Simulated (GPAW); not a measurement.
FePt (Tetraferroplatinum):

```
Pt Fe
1.0
     2.72350    0.00000    0.00000
     0.00000    2.72350    0.00000
     0.00000    0.00000    3.72000
Pt Fe
1 1
Direct
  0.50000 0.50000 0.50000
  0.00000 0.00000 0.00000
```

Base run:

| Property | Result |
| --- | --- |
| Program | GPAW 26.7.0 |
| Functional | PBE |
| Potentials or basis | GPAW PAW data sets (gpaw-data 1.2.1) |
| Cutoff | 600 eV |
| Basis | pw |
| k mesh | 7 × 7 × 5 |
| Occupations | fermi-dirac, width 0.05 eV |
| Spin | collinear spin, ferromagnetic start |
| Starting moments | [0.0, 3.0] μB |

Its results: band gap on the k mesh none (metal or under the smearing width); pressure 4.3 GPa; net moment 3.28 μB per cell; site moments Pt +0.37; Fe +2.90 μB.

**Question.** The run is repeated on the same cell with these changes: hubbard terms from none to Fe d U = 3 eV. What comes out?

**Answer.** Band gap on the k mesh none (metal or under the smearing width); pressure 13.1 GPa; net moment 3.65 μB per cell; site moments Pt +0.31; Fe +3.39 μB.

Caveats: the U is typed as a test and isn't derived for this compound (some runs).
